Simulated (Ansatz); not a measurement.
**Molecular dynamics of Cd₈S₉**

Input:

```yaml
accuracy: low
crystal:
  lattice:
    - [-4.1348, -7.161684, 0.0]
    - [6.2022, -3.580842, 0.0]
    - [0.0, 0.0, 6.749]
  atoms:
    - { symbol: Cd, position: [0.51596625, 0.33541869, 0.00934281] }
    - { symbol: Cd, position: [0.4545518, 0.68145853, 0.50999401] }
    - { symbol: S, position: [0.48377828, 0.35339108, 0.37999096] }
    - { symbol: S, position: [0.48643642, 0.65795466, 0.87699964] }
    - { symbol: Cd, position: [0.2488495, 0.82263505, 0.03450726] }
    - { symbol: Cd, position: [0.23589608, 0.19227665, 0.51484181] }
    - { symbol: S, position: [0.2057321, 0.85514702, 0.39334423] }
    - { symbol: S, position: [0.28654473, 0.13309486, 0.87661049] }
    - { symbol: Cd, position: [0.03664518, 0.28105506, 0.0157598] }
    - { symbol: Cd, position: [-0.0593347, 0.6891462, 0.43436633] }
    - { symbol: S, position: [-0.01334178, 0.3429401, 0.37103279] }
    - { symbol: S, position: [0.1085201, 0.57962436, 0.8347049] }
    - { symbol: Cd, position: [0.7143797, 0.86333097, -0.00861148] }
    - { symbol: Cd, position: [0.73487392, 0.18965032, 0.50499691] }
    - { symbol: S, position: [0.68884938, 0.86808461, 0.35769197] }
    - { symbol: S, position: [0.76632047, 0.18085903, 0.87463313] }
    - { symbol: S, position: [0.86104707, 0.62412302, 0.79144503] }
basis:
  ecutwfc: 420.0
kpoints:
  mp_grid: { grid: [2, 2, 2] }
hamiltonian:
  xc: pbe
  dispersion: d3bj
scf:
  occupations: { method: fermi_dirac, width: 0.05 }
  lower_state_search: "off"
md:
  timestep: 2
  n_steps: 140
  ensemble: nve
  temperature: 2400.0
  initial_velocities: maxwell_boltzmann
  seed: 788822
```

Command:

```bash
$ ansatz run input.yaml --threads 2 --pin off --max-ram 5120MiB --backend cpu --events-out ev --progress --plain --runs-dir out
```

It starts from a relaxed structure.

Output, in part (step lines):

```
md step     0: t =     0.00 fs  T =  2400.0 K  F+E_penalty+E_count = -74168.00757220 eV  E_kin = 4.963584 eV  conserved = -74163.04398824 eV  (8 SCF iters)
md step     1: t =     2.00 fs  T =  2381.0 K  F+E_penalty+E_count = -74167.96829612 eV  E_kin = 4.924349 eV  conserved = -74163.04394694 eV  (8 SCF iters)
md step     2: t =     4.00 fs  T =  2325.3 K  F+E_penalty+E_count = -74167.85247368 eV  E_kin = 4.809042 eV  conserved = -74163.04343204 eV  (8 SCF iters)
md step     3: t =     6.00 fs  T =  2237.1 K  F+E_penalty+E_count = -74167.66910978 eV  E_kin = 4.626743 eV  conserved = -74163.04236715 eV  (8 SCF iters)
md step     4: t =     8.00 fs  T =  2125.0 K  F+E_penalty+E_count = -74167.43562274 eV  E_kin = 4.394797 eV  conserved = -74163.04082607 eV  (8 SCF iters)
md step     5: t =    10.00 fs  T =  2000.5 K  F+E_penalty+E_count = -74167.17642754 eV  E_kin = 4.137322 eV  conserved = -74163.03910519 eV  (5 SCF iters)
md step     6: t =    12.00 fs  T =  1876.4 K  F+E_penalty+E_count = -74166.91830068 eV  E_kin = 3.880639 eV  conserved = -74163.03766132 eV  (3 SCF iters)
md step     7: t =    14.00 fs  T =  1763.2 K  F+E_penalty+E_count = -74166.68355968 eV  E_kin = 3.646674 eV  conserved = -74163.03688537 eV  (3 SCF iters)
[... lines left out ...]
md step   139: t =   278.00 fs  T =  1182.1 K  F+E_penalty+E_count = -74165.48390964 eV  E_kin = 2.444851 eV  conserved = -74163.03905913 eV  (3 SCF iters)
md step   140: t =   280.00 fs  T =  1199.3 K  F+E_penalty+E_count = -74165.51945356 eV  E_kin = 2.480317 eV  conserved = -74163.03913701 eV  (7 SCF iters)
```

The steps, from the saved trajectory:

```tsv
time (fs)	T (K)	potential energy less start (eV)	conserved less start (meV/atom)
0	2400	0.000	0.00
8	2125	0.572	0.19
16	1667	1.523	0.42
24	1418	2.037	0.33
32	1282	2.319	0.38
40	1276	2.331	0.36
48	1338	2.201	0.30
56	1366	2.144	0.30
64	1331	2.216	0.32
72	1267	2.348	0.30
80	1153	2.583	0.25
88	953	2.999	0.36
96	850	3.212	0.37
104	892	3.124	0.34
112	1013	2.874	0.33
120	1153	2.582	0.24
128	1164	2.561	0.25
136	1036	2.827	0.32
144	887	3.136	0.37
152	802	3.312	0.36
160	767	3.383	0.33
168	728	3.464	0.33
176	689	3.544	0.37
184	714	3.492	0.36
192	789	3.337	0.35
200	888	3.133	0.34
208	993	2.914	0.33
216	1074	2.748	0.31
224	1095	2.705	0.29
232	1031	2.837	0.31
240	931	3.045	0.37
248	900	3.108	0.36
256	940	3.026	0.34
264	1011	2.878	0.34
272	1112	2.669	0.31
280	1199	2.488	0.29
```

All steps were run. The conserved energy stayed within 0.42 meV per atom of its start (net change 0.29 meV per atom), so the integration is sound. A run of 0.28 ps of so small a system gives no equilibrium averages. Limits of this set-up: coarse k mesh, a small cell, in which the defect meets its images, a typed lattice constant that wasn't relaxed here, low accuracy level.

Mean squared displacements from the first frame to the last, about the centre of mass: Cd 0.42 Å², S 0.64 Å².

Last frame:

```xyz
17
Lattice="-4.1348 -7.1617 0.0000 6.2022 -3.5808 0.0000 0.0000 0.0000 6.7490" Properties=species:S:1:pos:R:3
Cd 0.359 -4.450 0.291
Cd 2.067 -5.604 3.694
S -0.142 -5.109 2.584
S 2.320 -5.633 6.061
Cd 4.569 -4.567 0.095
Cd -0.372 -2.596 3.130
S 4.066 -4.684 2.507
S -0.244 -2.608 5.822
Cd 1.687 -1.147 -0.431
Cd 3.986 -1.952 2.506
S 1.558 -1.282 2.167
S 3.844 -2.476 5.752
Cd 3.061 -8.610 0.519
Cd -2.169 -6.281 3.260
S 2.281 -8.009 2.906
S -1.542 -6.029 5.768
S 0.509 -8.198 7.167
```

The run took 17 min on 2 threads of Arm Neoverse V2, with other jobs on the host, peak memory 1.2 GiB.
